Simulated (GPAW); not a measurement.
Runs of GPAW 26.7.0 on GaN. The structure is hexagonal, space group P6_3mc (No. 186). The conventional cell has a = 3.180 Å, b = 3.180 Å, c = 5.166 Å, α = 90.00°, β = 90.00°, γ = 120.00°. Ga (site symmetry 3m) has 4 N at 1.94 to 1.95 Å as nearest neighbours. N (site symmetry 3m) is surrounded by 4 Ga at 1.94 to 1.95 Å. 

```tsv
task	level	potentials or basis	spin	cell	optimizer	fmax	max steps	target pressure	band path	gap on the mesh (eV)	pressure (GPa)	relaxed volume (Å³/atom)	largest force (eV/Å)
relaxation of cell and atoms	RPBE+D3(BJ)	the program's PAW data sets (release 1.2.1) made for this functional, pw	off	relaxed to 1 GPa	BFGS	0.05 eV/Å	100	1 GPa	-	2.17	1.0	-	0.01
relaxation of cell and atoms	MS2	GPAW PAW data sets (gpaw-data 1.2.1), pw	off	relaxed	BFGS	0.01 eV/Å	40	-	-	(c)	0.0	11.82	-
relaxation of cell and atoms	mBEEF	GPAW PAW data sets (gpaw-data 1.2.1), pw	off	relaxed	BFGS	0.05 eV/Å	40	-	-	(d)	-0.1	11.73	0.03
band structure	PW91	PAW data sets generated in the run's folder for this functional, pw	SOC, no magnetisation	as given	-	-	-	-	GMKGALHA,LM,KH	2.08	(a)	-	0.18
band structure	revPBE	the program's PAW data sets (release 1.2.1) made for this functional, pw	SOC, no magnetisation	as given	-	-	-	-	GMKGALHA,LM,KH	2.10	18.4	-	(b)
```

Alike in all rows: k mesh 7 × 7 × 4; cutoff (eV) 800; smearing fermi-dirac 0.05 eV.

Task: Estimate the missing entries.

Result: (a) 14.3; (b) 0.19; (c) 1.79; (d) 2.26.

Caveats: the data sets keep Ga 3d, Li 1s and Be 1s frozen, and some such compounds lay over 1.5 % in volume off other programs; later steps reuse the first step's grids (some runs); the PAW data sets were made with another functional, which shifts forces and pressure a little (some runs); spin-orbit coupling was added after a scalar SCF, so levels and gaps hold it while energy, forces, pressure and moments don't (some runs); this program's spin-orbit splittings come out too wide for heavy elements (some runs); so large a pressure means that the cell lies far from this level's equilibrium, or that cutoff or potentials fall short (some runs).

A k mesh can miss the band edges, and rows without SOC leave out spin-orbit coupling on Ga.

Runs at the PBE level aren't shown here.
